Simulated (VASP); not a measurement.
**Results of a VASP single-point calculation on BeS (zincblende)**

POSCAR

```
Be S
 1.0000000000000000
     0.0000000000000000    2.4343062285926913    2.4343062285926913
     2.4343062285926913    0.0000000000000000    2.4343062285926913
     2.4343062285926913    2.4343062285926913    0.0000000000000000
 Be  S
   1   1
Cartesian
  0.0000000000000000  0.0000000000000000 -0.0000000000000000
  1.2171531142963457  1.2171531142963457  1.2171531142963457
```

```
gap between bands v and c : 3.14 eV
least direct gap          : 5.63 eV
```

Band v is the last that the valence electrons fill when counted band by band, and c is the next. Levels in eV from the top of v:

| point | v−1 | v | c | c+1 |
| --- | --- | --- | --- | --- |
| Γ | 0.00 | 0.00 | 5.67 | 5.67 |
| X | -2.60 | -2.60 | 3.14 | 4.93 |
| W | -3.81 | -3.29 | 6.46 | 8.11 |
| K | -4.04 | -2.16 | 4.38 | 7.50 |
| L | -1.02 | -1.02 | 5.44 | 6.56 |

**Question.** Which of these levels of theory gave these results?
A. PBE
B. LDA
C. PBEsol
D. PBE0
E. PBE with spin–orbit coupling
F. r²SCAN
G. HSE06

**Answer.** A.

The INCAR was:

```
ISIF = 2
LCHARG = .FALSE.
LWAVE = .FALSE.
ISMEAR = -1
NELM = 120
SIGMA = 0.02
NSW = 0
ENCUT = 520
LREAL = .FALSE.
NBANDS = 11
GGA = PE
IBRION = -1
EDIFF = 1E-7
PREC = Accurate
LASPH = .TRUE.
```
